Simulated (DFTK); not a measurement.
Ag:

```
CELL_PARAMETERS angstrom
0.00000 2.04275 2.04275
2.04275 0.00000 2.04275
2.04275 2.04275 0.00000
ATOMIC_POSITIONS crystal
Ag 0.00000 0.00000 0.00000
```

```yaml
Program: DFTK 0.8.2
Task: relaxation of cell and atoms
Functional: RPBE
Potentials_or_basis: SG15 1.2 (PBE)
Cutoff: 1415 eV
k_mesh: 8 × 8 × 8
Occupations: fermi-dirac, width 0.05 eV
Spin: no spin polarisation
```

At the start: pressure 9.7 GPa; volume 17.05 Å³/atom.

Where does the relaxation end?

Over 4 steps the energy falls by 50.1 meV/atom and the volume is 18.89 Å³/atom (+10.8 %); space group Fm-3m (No. 225, to 0.05 Å).

Step by step:
| step | energy change (eV) | largest force (eV/Å) | pressure (GPa) | volume (Å³) |
| --- | --- | --- | --- | --- |
| 1 | 0.0000 | 0.0000 | 9.74 | 17.05 |
| 2 | -0.0333 | 0.0000 | 5.07 | 17.78 |
| 3 | -0.0493 | 0.0000 | 1.04 | 18.65 |
| 4 | -0.0501 | 0.0000 | 0.13 | 18.89 |

Final structure:
```xyz
1
Lattice="0.0000 2.1137 2.1137 2.1137 0.0000 2.1137 2.1137 2.1137 0.0000" Properties=species:S:1:pos:R:3 pbc="T T T"
Ag    0.0000    0.0000    0.0000
```

Caveat: the potentials were made for another functional, which shifts forces and pressure.
